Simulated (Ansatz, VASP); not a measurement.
**Cr: VASP beside Ansatz**

```
Cr
1.0
    -1.41258    1.41258    1.41258
     1.41258   -1.41258    1.41258
     1.41258    1.41258   -1.41258
Cr
1
Direct
  0.00000 0.00000 0.00000
```

Alike in both runs: task single point; functional LDA; k mesh 22 × 22 × 22; occupations gaussian, width 0.05 eV; no spin polarisation.

```csv
,VASP,Ansatz
version,VASP 6.6.1,Ansatz 0.2.0
potentials or method,"VASP PAW LDA potentials, release 64 (Cr_pv)","scalar-relativistic, plane waves, PAW"
plane-wave cutoff (eV),520,420
valence electrons in the cell,12,14
```

```tsv
	VASP	Ansatz	Ansatz less VASP
gap on the k mesh at the Fermi level (eV)	none	none	-
pressure (GPa)	-10.9	-10.9	+0.01
```

A gap of «none» marks a metal or a gap that the smearing closes. The two sets of potentials don't hold the same shells in valence.

Caveats: the run has no spin polarisation, though such a crystal can be magnetic. Spin polarisation is off, so any magnetic state and its effect on volume and gap are missing.
